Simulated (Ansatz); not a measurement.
Below is a relaxed structure of P. The cell was found from a structure generator's guess, not taken from experiment.

Theory: Ansatz 0.2.0, DFT PBE, scalar-relativistic, plane waves, PAW. Cutoff 420 eV, Γ-centred mesh, Gaussian smearing, no spin polarisation.

```
P
1.0
     2.44480    0.00000    0.00000
     0.00000    2.44480    0.00000
     0.00000    0.00000    2.44480
P
1
Direct
  0.00000 0.00000 0.00000
```

Energies count from the standard state of P at the same level. The references include black phosphorus.

**Question.** Find its symmetry and describe it.

**Answer.** Pm-3m (No. 221), the simple cubic type. Conventional cell: a = 2.445 Å. Around P lie 6 P at 2.44 Å.

**Question.** How far does it lie from the standard state of P?

**Answer.** +0.09 eV/atom. So it is a metastable form at best.

**Question.** Is it a metal?

**Answer.** Yes, bands cross the Fermi level on the 22×22×22 mesh.

The last run used a 22×22×22 mesh for its 1-atom cell and Gaussian smearing of 0.10 eV. The reference form of P is held partly by dispersion forces, which this level lacks. A later test with randomly moved atoms ended 2 meV/atom higher, in P4/mmm at a loose tolerance, which is no clear verdict on its stability.
